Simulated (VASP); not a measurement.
Runs of VASP 6.6.1 on SnS2. It takes space group P-3m1 (No. 164, trigonal). The conventional cell has a = 3.667 Å, b = 3.667 Å, c = 5.813 Å, α = 90.00°, β = 90.00°, γ = 120.00°. Around Sn (site symmetry -3m) lie 6 S at 2.58 Å. S (site symmetry 3m) has 3 Sn at 2.58 Å as nearest neighbours. 

| task | level | potentials or basis | spin | cell | k mesh | cutoff (eV) | gap on the mesh (eV) | pressure (GPa) |
| --- | --- | --- | --- | --- | --- | --- | --- | --- |
| relaxation of cell and atoms | PBE+D3(BJ) | VASP PAW PBE potentials, release 64 (Sn_d, S) | off | relaxed | 9 × 9 × 5 | 600 | 1.31 | 0.0 |
| band structure | PBE+D3(BJ) | VASP PAW PBE potentials, release 64 (Sn_d, S) | off | P-3m1, 22.56 Å³/atom | 9 × 9 × 5 | 520 | 1.31 | 0.0 |
| band structure | LDA | VASP PAW LDA potentials, release 64 (Sn_d, S) | off | P-3m1, 22.56 Å³/atom | 9 × 9 × 5 | 520 | 1.14 | (a) |
| band structure | PBE+D3(BJ) | VASP PAW PBE potentials, release 64 (Sn_d, S) | SOC, no magnetisation | P-3m1, 22.56 Å³/atom | 6 × 6 × 4 | 520 | - | 0.0 |
| band structure | TB-mBJ | VASP PAW PBE potentials, release 64 (Sn_d, S) | off | P-3m1, 22.56 Å³/atom | 9 × 9 × 5 | 520 | 2.07 | - |

Alike in all rows: smearing gaussian 0.03 eV.

Problem. Estimate the missing entries.

Solution. (a) -2.4.

Caveats: spin-orbit coupling is left out, which moves the levels of the heavy elements (some runs); an odd mesh through Γ misses points on the zone boundary, where band edges often lie (some runs); the PAW data sets were made with another functional, which shifts forces and pressure a little (some runs).

A k mesh can miss the band edges, and rows without SOC leave out spin-orbit coupling on Sn.
